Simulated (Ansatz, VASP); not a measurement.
**Two plane-wave programs on TaN**

```
Ta N
1.0
     0.00000    2.17900    2.07005
     2.17900    0.00000    2.07005
     2.17900    2.17900    0.00000
Ta N
1 1
Cartesian
  2.1790 2.1790 2.0701
  0.0000 0.0000 0.0000
```

Change from the starting cell: strain +0.000 along x and y, -0.050 along z, atoms carried along.

Alike in both runs: task single point; functional LDA; k mesh 18 × 18 × 18; occupations gaussian, width 0.15 eV; no spin polarisation.

```csv
,VASP,Ansatz
version,VASP 6.6.1,Ansatz 0.2.0
potentials or method,"VASP PAW LDA potentials, release 64 (Ta_pv, N)","scalar-relativistic, plane waves, PAW"
plane-wave cutoff (eV),520,420
valence electrons in the cell,16,18
```

|  | VASP | Ansatz | Ansatz less VASP |
| --- | --- | --- | --- |
| gap on the k mesh at the Fermi level (eV) | none | none | - |
| pressure (GPa) | 23.7 | 21.2 | -2.53 |
| largest component of the traceless stress (GPa) | 31.94 | 31.43 | -0.511 |

A gap of «none» marks a metal or a gap that the smearing closes. The two sets of potentials don't hold the same shells in valence.

Caveats: so large a pressure means that the cell lies far from this level's equilibrium, or that cutoff or potentials fall short (VASP). The runs have no spin-orbit coupling, so splittings on Ta are missing.
